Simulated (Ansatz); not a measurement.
PbO2: how the free axis answers a strain

PbO2, P4_2/mnm, a = 4.997 Å, c = 3.412 Å. The structure is a COD entry; whether it is the stable form wasn't checked. Ansatz: PBEsol, PAW, 420 eV, Γ-centred 8×8×10 mesh on 6 atoms, Gaussian smearing 0.10 eV; no spin polarisation. Series: uniaxial strain along a, with b, c and atoms relaxed; x is the strain in per cent. y is the change of c in per cent of 3.412 Å.

```tsv
x (%)	y (%)
-3.0	?
-1.5	0.03
0.0	0.00
1.5	-0.32
3.0	-0.62
```

Q: Fit y = c1 x + c2 x² to the other rows, say what c1 measures, and predict the missing y.

A: Least squares on the rows shown. y = −0.09788 x − 0.03939 x². So −c1 = 0.098 is Poisson's ratio for this pair of axes. Along b the same runs (not shown) give 0.68. At x = -3.0 the fit asked for gives -0.06 %. The run gave 0.19 %, so the fit is 0.25 % too low, 31 % of the span of the series, against an rms of 0.05 % on the fitted rows. The row lies outside the fitted range. With a term in x³ added, a fit to the same known rows (none to spare) predicts -0.54 %, further off still. The parabola turns at x = -1.2, which the rows never do.

Spin–orbit coupling is left out, which can shift energies with elements as heavy as these.